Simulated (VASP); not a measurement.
Runs of VASP 6.6.1 on Mg. It takes space group Pm-3m (No. 221, cubic). Conventional cell: a = 3.074 Å, b = 3.074 Å, c = 3.074 Å, α = 90.00°, β = 90.00°, γ = 90.00°. Around Mg (site symmetry m-3m) lie 6 Mg at 3.07 Å. This isn't the form of Mg at room conditions, which is hcp.

```tsv
task	cell	k mesh	cutoff (eV)	gap on the mesh (eV)	pressure (GPa)
single point	Pm-3m, 29.04 Å³/atom	12 × 12 × 12	520	none	-1.6
single point	Pm-3m, 26.89 Å³/atom	11 × 11 × 11	520	none	0.0
single point	Pm-3m, 25.81 Å³/atom	12 × 12 × 12	520	none	(a)
single point	Pm-3m, 26.89 Å³/atom	17 × 17 × 17	520	none	0.0
relaxation of cell and atoms	relaxed	11 × 11 × 11	600	none	-0.1
```

Alike in all rows: level PBEsol; potentials or basis VASP PAW PBE potentials, release 64 (Mg); no spin polarisation; smearing fermi-dirac 0.1 eV.

Question: Fill in the values left out.

Answer: (a) 1.1.

Caveats: the PAW data sets were made with another functional, which shifts forces and pressure a little.

A gap of «none» marks a metal or a gap under the smearing width.
